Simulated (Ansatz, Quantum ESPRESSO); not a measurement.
**One calculation of Re, 3 ways**

```
Re
1.0
     2.76639    0.00000    0.00000
    -1.38319    2.39576    0.00000
     0.00000    0.00000    8.93885
Re
4
Direct
  0.67781 0.34543 0.74777
  0.98591 0.98710 0.49875
  0.33384 0.64301 0.24877
  0.01188 0.01044 0.99654
```

Atoms were shifted at random by some hundredths of an Å from the given cell, which wasn't relaxed again for these runs.

Alike in all runs: task single point; functional PBEsol; k mesh 11 × 11 × 3; occupations fermi-dirac, width 0.05 eV; no spin polarisation; no spin-orbit coupling. Pressure is positive in compression and, in plane waves, holds the error of the finite cutoff, which Ansatz's Pulay term estimates and takes out.

```csv
program and potentials,plane-wave cutoff (eV),notes,pressure (GPa),largest force (eV/Å),energy over the undisturbed cell (meV/atom)
"Ansatz, Ansatz PAW",420,"potentials made for PBE, which Ansatz adapts in part",?,?,?
"Ansatz, all-electron LAPW, scalar-relativistic",-,-,-6.50,0.319,-
"Quantum ESPRESSO, GBRV 1.5 PBEsol",612,-,-6.68,0.320,5.46
```

Q: Estimate from the other rows what the run with Ansatz, Ansatz PAW gave.

A: Pressure -6.61 GPa; largest force 0.319 eV/Å; energy over the undisturbed cell 5.44 meV/atom. Its pressure holds a Pulay term of +0.15 GPa. The other rows, which needn't bracket it: pressure -6.68 to -6.50; largest force 0.319 to 0.320; energy over the undisturbed cell 5.46.
